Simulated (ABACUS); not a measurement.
Crystal: C.

```xyz
2
Lattice="0.0000 1.7834 1.7834 1.7834 0.0000 1.7834 1.7834 1.7834 0.0000" Properties=species:S:1:pos:R:3 pbc="T T T"
C     2.6751    2.6751    2.6751
C     1.7834    1.7834    1.7834
```

This isn't the form of C at room conditions, which is graphite.

- Program: ABACUS 3.10.1
- Task: single point
- Functional: PBEsol
- Potentials or basis: PseudoDojo NC SR 0.4.1 PBEsol standard
- Cutoff: 1116 eV
- Density cutoff: 4463 eV
- Basis: plane waves
- k mesh: 13 × 13 × 13
- Occupations: fermi-dirac, width 0.05 eV
- Spin: no spin polarisation

On this cell: pressure -3.3 GPa; largest force zero by symmetry; band gap on the k mesh 4.05 eV, indirect (least direct gap 5.56 eV).

The same run follows on a disturbed copy (atoms moved at random, drawn with an rms of 0.05 Å):

```xyz
2
Lattice="0.0000 1.7834 1.7834 1.7834 0.0000 1.7834 1.7834 1.7834 0.0000" Properties=species:S:1:pos:R:3 pbc="T T T"
C     2.6879    2.6785    2.6766
C     1.7695    1.7528    1.7618
```

Problem. What does the disturbed cell give?

Solution. The energy moves by +21.0 meV/atom; pressure -2.5 GPa; largest force 1.663 eV/Å; band gap on the k mesh 3.15 eV, indirect (least direct gap 3.95 eV).

Forces on the atoms (eV/Å):
```
C   -0.898 -1.184 -0.747
C    0.898  1.184  0.747
```

Stress tensor (GPa, compression positive):
```
-2.48 -0.54 -1.30
-0.54 -2.59 -0.82
-1.30 -0.82 -2.43
```

Caveats: an odd mesh through Γ misses points on the zone boundary, where band edges often lie.
